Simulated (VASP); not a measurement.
SiRu3, 4 atoms in the cell. It takes space group Im-3m (No. 229, cubic). Conventional cell: a = 5.109 Å, b = 5.109 Å, c = 5.109 Å, α = 90.00°, β = 90.00°, γ = 90.00°. Si (site symmetry m-3m) has 6 Ru at 2.55 Å as nearest neighbours. Ru (site symmetry 4/mmm) has 2 Si at 2.55 Å and 4 Ru at 2.55 Å as nearest neighbours. The cell was built by a generator and needn't be a form met in nature. The cell isn't the ideal one: random cell by space group and Wyckoff sites (Im-3m, No. 229).

- Program: VASP 6.6.1
- Task: relaxation of cell and atoms
- Functional: PBE
- Potentials or basis: VASP PAW PBE potentials, release 64 (Si, Ru_pv)
- Cutoff: 600 eV
- k mesh: 5 × 5 × 5
- Occupations: gaussian, width 0.2 eV
- Spin: no spin polarisation
- Dipole correction: no
- Further INCAR settings: ALGO = Normal; EDIFF = 1e-07; IBRION = 2; EDIFFG = -0.08; NSW = 36; ISIF = 3

Potentials or basis: VASP PAW PBE potentials, release 64 (Si, Ru_pv).

The run is started by

```console
$ cat potpaw_PBE.64/Si/POTCAR potpaw_PBE.64/Ru_pv/POTCAR > POTCAR
$ mpirun -np 1 vasp_std > vasp.out
```

Hardware: 1 thread of Intel(R) Xeon(R) 6975P-C (Granite Rapids), with other jobs on the host.

Task: How long does it take, and how much memory?

Result: It took 38 s on 1 thread of Intel(R) Xeon(R) 6975P-C (Granite Rapids) (shared host), peak memory 0.22 GiB. Counts: scf iterations 41, k points 10, ion steps 3.
